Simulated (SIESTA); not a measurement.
**HfB2 in SIESTA: the effect of functional**

The system is HfB2.

```
Hf B
1.0
     3.14000    0.00000    0.00000
    -1.57000    2.71932    0.00000
     0.00000    0.00000    3.48000
Hf B
1 2
Direct
  0.00000 0.00000 0.00000
  0.66667 0.33333 0.50000
  0.33333 0.66667 0.50000
```

Alike in all runs:

- Program: SIESTA 5.4.2
- Task: single point
- Potentials or basis: PseudoDojo 0.4 standard (PBE files)
- Basis: DZP (energy shift 0.003 Ry; two zetas on semicore shells)
- Grid cutoff: 800 Ry
- Energy shift: 0.003 Ry
- k mesh: 10 × 10 × 8
- Occupations: fermi-dirac, width 0.05 eV
- Spin: no spin polarisation

```csv
functional,pressure (GPa)
vdW-DF,7.7
vdW-DF2,11.0
optB88-vdW,3.2
vdW-DF-C09,-1.5
vdW-DF-cx,?
VV10,4.1
```

Problem. What does the run with functional vdW-DF-cx give?

Solution. Pressure -0.9 GPa.

Caveats: short orbitals over semicore shells can move pressures by several GPa; the potentials were made for another functional, which shifts forces and pressure; the basis of atomic orbitals isn't converged, which shifts pressures, moduli and gaps; the non-local part is tabulated coarsely and may be off by about a percent (some runs).

Runs at the PBE level aren't shown here.
